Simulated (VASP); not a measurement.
# Mn (P6_3/mmc) in VASP: a series of runs

One crystal, Mn, is run at these levels: PBE; tasks: single point, relaxation of cell and atoms.

Program: VASP 6.6.1. These are calculated values, not measurements. Logs are shortened: lines on timing, memory, paths and dates and some standing lists are left out, and cuts for length are marked.

**1. The structure**

Symmetry: P6_3/mmc, No. 194, hexagonal system. The conventional cell has a = 2.478 Å, b = 2.478 Å, c = 4.025 Å, α = 90.00°, β = 90.00°, γ = 120.00°. Mn (site symmetry -6m2) is surrounded by 12 Mn at 2.47 to 2.48 Å.

The cell was built by a generator and needn't be a form met in nature.

**2. Single point, PBE, collinear spin, typed start**

File INCAR:

```
PREC = Accurate
ENCUT = 520
EDIFF = 1E-7
ISMEAR = 0
SIGMA = 0.05
LREAL = False
LASPH = True
NELM = 150
ALGO = Normal
ISIF = 2
LWAVE = False
LCHARG = False
ISPIN = 2
MAGMOM = 3.5 3.5
LORBIT = 11
LMAXMIX = 4
GGA = PE
NBANDS = 24
```

File KPOINTS:

```
Automatic mesh
0
Gamma
  8 8 6
```

File POSCAR:

```
Mn
1.0
    2.4779540638      0.0000000000      0.0000000000
   -1.2389770319      2.1459711687      0.0000000000
    0.0000000000      0.0000000000      4.0253652286
Mn
2
Direct
    0.3333333333      0.6666666667      0.7500000000
    0.6666666667      0.3333333333      0.2500000000
```

Potentials or basis: VASP PAW PBE potentials, release 64 (Mn_pv).

Started as:

```
cat potpaw_PBE.64/Mn_pv/POTCAR > POTCAR
mpirun -np 1 vasp_std > vasp.out
```

OUTCAR:

```text
PREC = Accurate
   ENCUT = 520
   EDIFF = 1E-7
   ISMEAR = 0
   LREAL = False
   LASPH = True
   NELM = 150
   ISIF = 2
   ISPIN = 2
   LORBIT = 11
   GGA = PE

 ion  position               nearest neighbor table
   1  0.333  0.667  0.750-   2 2.47   2 2.47   2 2.47   2 2.47   2 2.47   2 2.47
   2  0.667  0.333  0.250-   1 2.47   1 2.47   1 2.47   1 2.47   1 2.47   1 2.47

  LATTYP: Found a hexagonal cell.
 ALAT       =     2.4779540638
 C/A-ratio  =     1.6244712876

  Lattice vectors:

 A1 = (   2.4779540638,   0.0000000000,   0.0000000000)
 A2 = (  -1.2389770319,   2.1459711687,   0.0000000000)
 A3 = (   0.0000000000,   0.0000000000,   4.0253652286)

Analysis of symmetry for initial positions (statically):
=====================================================================
 Subroutine PRICEL returns:
 Original cell was already a primitive cell.

 Routine SETGRP: Setting up the symmetry group for a
 hexagonal supercell.

 Subroutine GETGRP returns: Found 24 space group operations
 (whereof 12 operations were pure point group operations)
 out of a pool of 24 trial point group operations.

The static configuration has the point symmetry D_3d.
 The point group associated with its full space group is D_6h.

Analysis of symmetry for dynamics (positions and initial velocities):
=====================================================================
 Subroutine PRICEL returns:
 Original cell was already a primitive cell.

 Routine SETGRP: Setting up the symmetry group for a
 hexagonal supercell.

 Subroutine GETGRP returns: Found 24 space group operations
 (whereof 12 operations were pure point group operations)
 out of a pool of 24 trial point group operations.

The dynamic configuration has the point symmetry D_3d.
 The point group associated with its full space group is D_6h.

Analysis of structural, dynamic, and magnetic symmetry:
=====================================================================
 Subroutine PRICEL returns:
 Original cell was already a primitive cell.

 Routine SETGRP: Setting up the symmetry group for a
 hexagonal supercell.

 Subroutine GETGRP returns: Found 24 space group operations
 (whereof 12 operations were pure point group operations)
 out of a pool of 24 trial point group operations.

The overall configuration has the point symmetry D_3d.
 The point group associated with its full space group is D_6h.

 Subroutine INISYM returns: Found 24 space group operations
 (whereof 12 operations are pure point group operations),
 and found     1 'primitive' translations

----------------------------------------------------------------------------------------
[... 118 lines left out ...]
   GGA     = PE    functional components
   LHFCALC =     F    Hartree Fock is set to
   AEXX    =    0.0000 exact exchange contribution
   IVDW    =     0    specifies the selected vdW correction
   LEPSILON=     F    determine dielectric tensor
   LRPA    =     F    only Hartree local field effects (RPA)
 spin polarized calculation
 Gauss-broadening in eV      SIGMA  =   0.05
  energy-cutoff  :      520.00
  volume of cell :       21.41
 maximum number of plane-waves:       588
   NGX =  9   NGY =  9   NGZ = 15

 number of electron      26.0000034 magnetization       0.0434206

 number of electron      26.0000034 magnetization      -0.0000217

 Free energy of the ion-electron system (eV)
  ---------------------------------------------------
  ext. energy  EPLUGINS =         0.00000000
  ---------------------------------------------------
  free energy    TOTEN  =       -17.88395109 eV

  energy without entropy =      -17.87967800  energy(sigma->0) =      -17.88181455

 E-fermi :  10.4304     XC(G=0): -14.0433

 val. band max:       10.4180594791   @ k =   0.1250   0.1250   0.1667
 cond. band min:      10.4469719446   @ k =   0.2500   0.1250   0.5000
 fundamental gap:      0.0289124655
 Fermi energy:        10.4304103571

 spin component 1

 k-point     1 :       0.0000    0.0000    0.0000
  band No.  band energies     occupation
      1     -37.8462      1.00000
      2     -37.1755      1.00000
      3     -37.1755      1.00000
      4     -37.0718      1.00000
      5     -37.0718      1.00000
      6     -37.0679      1.00000
[... 637 lines left out ...]
     23      31.0348      0.00000
     24      33.1991      0.00000

 [... further k-points ...]

 spin component 2

 k-point     1 :       0.0000    0.0000    0.0000
  band No.  band energies     occupation
      1     -37.8462      1.00000
      2     -37.1755      1.00000
      3     -37.1755      1.00000
      4     -37.0718      1.00000
      5     -37.0718      1.00000
      6     -37.0679      1.00000
[... 637 lines left out ...]
     23      31.0348      0.00000
     24      33.1991      0.00000

 [... further k-points ...]

------------------------ aborting loop because EDIFF is reached ----------------------------------------

  FORCE on cell =-STRESS in cart. coord.  units (eV):
  Direction    XX          YY          ZZ          XY          YZ          ZX
  --------------------------------------------------------------------------------------
  -------------------------------------------------------------------------------------
  Total       -0.0197998     -0.0197998     -0.0276239      0.0000000      0.0000000      0.0000000
  in kB       -1.4819996     -1.4819996     -2.0676322      0.0000000      0.0000000      0.0000000
  external PRESSURE =      -1.6772105 kB  Pullay stress =       0.0000000 kB

 VOLUME and BASIS-vectors are now :
 -----------------------------------------------------------------------------
  energy-cutoff  :      520.00
  volume of cell :       21.41
      direct lattice vectors                 reciprocal lattice vectors
     2.477954064  0.000000000  0.000000000     0.403558732  0.232994743  0.000000000
    -1.238977032  2.145971169  0.000000000     0.000000000  0.465989485  0.000000000
     0.000000000  0.000000000  4.025365229     0.000000000  0.000000000  0.248424663

 POSITION                                       TOTAL-FORCE (eV/Angst)
 -----------------------------------------------------------------------------------
     -0.00000      1.43065      3.01902         0.000000      0.000000      0.000000
      1.23898      0.71532      1.00634        -0.000000      0.000000      0.000000
 -----------------------------------------------------------------------------------
    total drift:                               -0.000000      0.000000     -0.000000

  FREE ENERGIE OF THE ION-ELECTRON SYSTEM (eV)
  ---------------------------------------------------
  free  energy   TOTEN  =       -17.8839510942 eV

  energy  without entropy=      -17.8796780029  energy(sigma->0) =      -17.88181455

 total charge

# of ion       s       p       d       tot
------------------------------------------
    1        0.428   6.402   5.164  11.994
    2        0.428   6.402   5.164  11.994
--------------------------------------------------
tot          0.855  12.804  10.328  23.987

 magnetization (x)

# of ion       s       p       d       tot
------------------------------------------
    1        0.000   0.000  -0.000  -0.000
    2        0.000   0.000  -0.000  -0.000
--------------------------------------------------
tot          0.000   0.000  -0.000  -0.000
```

Wall time 31 s (1 thread of Intel Xeon Platinum 8488C (Sapphire Rapids), shared host); peak memory 0.15 GiB.

Results:

* Free energy: -17.8840 eV
* Pressure: -0.2 GPa
* Band gap on the k mesh: none (metal or under the smearing width)
* Net moment: 0.00 μB per cell
* Valence electrons inside the program's atomic spheres: Mn 11.99

Levels at points of the mesh, in eV from the Fermi level:
Spin up:
| k point | band 11 | band 12 | band 13 | band 14 | band 15 | band 16 |
| --- | --- | --- | --- | --- | --- | --- |
| (0.00, 0.00, 0.00) | -0.95 | -0.48 | -0.48 | 0.06 | 0.06 | 0.69 |
| (0.50, 0.00, 0.00) | -1.14 | -0.95 | -0.44 | 1.83 | 1.96 | 2.05 |
| (0.00, 0.00, 0.50) | -1.03 | -1.03 | -1.03 | -1.03 | 1.19 | 1.19 |
| (0.50, 0.00, 0.50) | 0.19 | 0.19 | 0.86 | 0.86 | 1.96 | 1.96 |
Spin down:
| k point | band 11 | band 12 | band 13 | band 14 | band 15 | band 16 |
| --- | --- | --- | --- | --- | --- | --- |
| (0.00, 0.00, 0.00) | -0.95 | -0.48 | -0.48 | 0.06 | 0.06 | 0.69 |
| (0.50, 0.00, 0.00) | -1.14 | -0.95 | -0.44 | 1.83 | 1.96 | 2.05 |
| (0.00, 0.00, 0.50) | -1.03 | -1.03 | -1.03 | -1.03 | 1.19 | 1.19 |
| (0.50, 0.00, 0.50) | 0.19 | 0.19 | 0.86 | 0.86 | 1.96 | 1.96 |

Caveat: the k mesh is coarse (spacing up to 0.37 Å⁻¹), so the values aren't converged; the starting moments collapsed, and a magnetic state may lie lower.

**3. Relaxation of cell and atoms, PBE, collinear spin, typed start**

This run uses another cell than the first one, of 12.20 Å³/atom, 1.140 times its volume.

File INCAR:

```
SYSTEM = Mn
PREC = Accurate
ENCUT = 600
EDIFF = 1E-6
ISMEAR = 0
SIGMA = 0.05
LREAL = .False.
LASPH = .True.
NELM = 150
ALGO = Normal
ISIF = 3
LWAVE = .False.
LCHARG = .False.
ISPIN = 2
MAGMOM = 3.5 3.5
LORBIT = 11
LMAXMIX = 4
GGA = PE
IBRION = 2
NSW = 80
EDIFFG = -0.03
```

File KPOINTS:

```
Automatic mesh
0
Gamma
  8 8 6
  0 0 0
```

File POSCAR:

```
Mn
1.0
    2.5837984486      0.0000000000      0.0000000000
   -1.2918992243      2.2376350948      0.0000000000
    0.0000000000      0.0000000000      4.2202041327
Mn
2
Direct
    0.3333333333      0.6666666667      0.7500000000
    0.6666666667      0.3333333333      0.2500000000
```

Potentials or basis: VASP PAW PBE potentials, release 64 (Mn_pv).

Started as:

```
cat potpaw_PBE.64/Mn_pv/POTCAR > POTCAR
mpirun -np 1 vasp_std > vasp.out
```

Wall time 2.2 min (1 thread of Intel Xeon Platinum 8488C (Sapphire Rapids), shared host); peak memory 0.19 GiB.

Results (log left out):

```
Free energy                                           : -17.8865 eV
Relaxed volume                                        : 10.70 Å³/atom
Relaxed cell                                          : a = 2.477 Å, b = 2.477 Å, c = 4.026 Å, α = 90.00°, β = 90.00°, γ = 120.00°
Space group after relaxing (to 0.05 Å)                : P6_3/mmc (No. 194)
Energy gained by relaxing                             : 146.5 meV/atom
Ionic steps                                           : 7
Pressure after relaxing                               : -0.2 GPa
Band gap on the k mesh                                : none (metal or under the smearing width)
Net moment                                            : 0.00 μB per cell
Valence electrons inside the program's atomic spheres : Mn 11.99
```

Stress tensor (GPa, compression positive):
```
-0.10  0.00  0.00
 0.00 -0.10  0.00
 0.00  0.00 -0.38
```

The path:
```csv
step,energy change (eV),largest force (eV/Å),pressure (GPa),volume (Å³)
1,0.0000,0.0000,-27.51,24.40
2,0.4784,0.0000,80.21,17.72
3,-0.2921,0.0000,-1.77,21.52
4,-0.2928,0.0000,-0.42,21.42
5,-0.2928,0.0000,0.34,21.36
6,-0.2929,0.0000,-0.51,21.42
7,-0.2929,0.0000,-0.20,21.40
```

Final structure:
```
Mn
1.0
     2.47729    0.00000    0.00000
    -1.23864    2.14539    0.00000
     0.00000    0.00000    4.02608
Mn
2
Direct
  0.33333 0.66667 0.75000
  0.66667 0.33333 0.25000
```

Levels at points of the mesh, in eV from the Fermi level:
Spin up:
```tsv
k point	band 10	band 11	band 12	band 13	band 14	band 15	band 16	band 17
(0.00, 0.00, 0.00)	-0.95	-0.95	-0.48	-0.48	0.07	0.07	0.69	1.61
(0.50, 0.00, 0.00)	-1.33	-1.14	-0.96	-0.44	1.84	1.96	2.05	3.60
(0.00, 0.00, 0.50)	-1.56	-1.03	-1.03	-1.03	-1.03	1.19	1.19	1.19
(0.50, 0.00, 0.50)	-2.66	0.19	0.19	0.86	0.86	1.96	1.96	3.19
```
Spin down:
| k point | band 11 | band 12 | band 13 | band 14 | band 15 | band 16 |
| --- | --- | --- | --- | --- | --- | --- |
| (0.00, 0.00, 0.00) | -0.95 | -0.48 | -0.48 | 0.07 | 0.07 | 0.69 |
| (0.50, 0.00, 0.00) | -1.14 | -0.96 | -0.44 | 1.84 | 1.96 | 2.05 |
| (0.00, 0.00, 0.50) | -1.03 | -1.03 | -1.03 | -1.03 | 1.19 | 1.19 |
| (0.50, 0.00, 0.50) | 0.19 | 0.19 | 0.86 | 0.86 | 1.96 | 1.96 |

Caveat: the starting moments collapsed, and a magnetic state may lie lower.
